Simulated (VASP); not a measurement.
Wanted: the native input for a VASP 6.6.1 run.

```
Task                               : single point
Functional                         : B3LYP5
Potentials or basis                : VASP PAW PBE potentials, release 64 (Sr_sv)
Cutoff                             : 520 eV
k mesh                             : 6 × 6 × 6
Occupations                        : gaussian, width 0.01 eV
Spin                               : no spin polarisation
Dipole correction                  : no
Exchange at q = 0                  : truncated
Grid for exact exchange (PRECFOCK) : Normal
Further INCAR settings             : ALGO = Normal; EDIFF = 1e-06; NBANDS = 11
```

Crystal: Sr.

```
Sr
1.0
    -2.43500    2.43500    2.43500
     2.43500   -2.43500    2.43500
     2.43500    2.43500   -2.43500
Sr
1
Direct
  0.00000 0.00000 0.00000
```

This isn't the form of Sr at room conditions, which is fcc.

The input as run:

POSCAR

```
Sr
1.0
   -2.4350000000      2.4350000000      2.4350000000
    2.4350000000     -2.4350000000      2.4350000000
    2.4350000000      2.4350000000     -2.4350000000
Sr
1
Direct
    0.0000000000      0.0000000000      0.0000000000
```

INCAR.step1

```
PREC = Accurate ; ENCUT = 520
EDIFF = 1E-5 ; ISMEAR = 0
SIGMA = 0.01 ; LREAL = False
LASPH = True ; NELM = 60
ALGO = Normal ; ISIF = 2
LWAVE = True ; LCHARG = False
GGA = PE ; NBANDS = 11
```

INCAR.step2

```
PREC = Accurate ; ENCUT = 520
EDIFF = 1E-6 ; ISMEAR = 0
SIGMA = 0.01 ; LREAL = False
LASPH = True ; NELM = 60
ALGO = Normal ; ISIF = 2
LWAVE = False ; LCHARG = False
GGA = B5 ; LHFCALC = True
AEXX = 0.2 ; AGGAX = 0.72
AGGAC = 0.81 ; ALDAC = 0.19
PRECFOCK = Normal ; HFRCUT = -1
ISTART = 1 ; NBANDS = 11
```

KPOINTS

```
Automatic mesh
0
Gamma
  6 6 6
```

Potentials or basis: VASP PAW PBE potentials, release 64 (Sr_sv).

The run is started by

```console
$ cat potpaw_PBE.64/Sr_sv/POTCAR > POTCAR
$ cp INCAR.step1 INCAR
$ mpirun -np 1 vasp_std > vasp.out
$ cp INCAR.step2 INCAR
$ mpirun -np 1 vasp_std > vasp.out
```

Results of the run:

| Item | Value |
| --- | --- |
| Pressure | -0.5 GPa |
| Band gap on the k mesh | none (metal or under the smearing width) |

Caveat: the PAW data sets were made with another functional, which shifts forces and pressure a little.

Wall time 6.9 min on 1 thread of Intel(R) Xeon(R) 6975P-C (Granite Rapids) (shared host), peak memory 0.2 GiB.
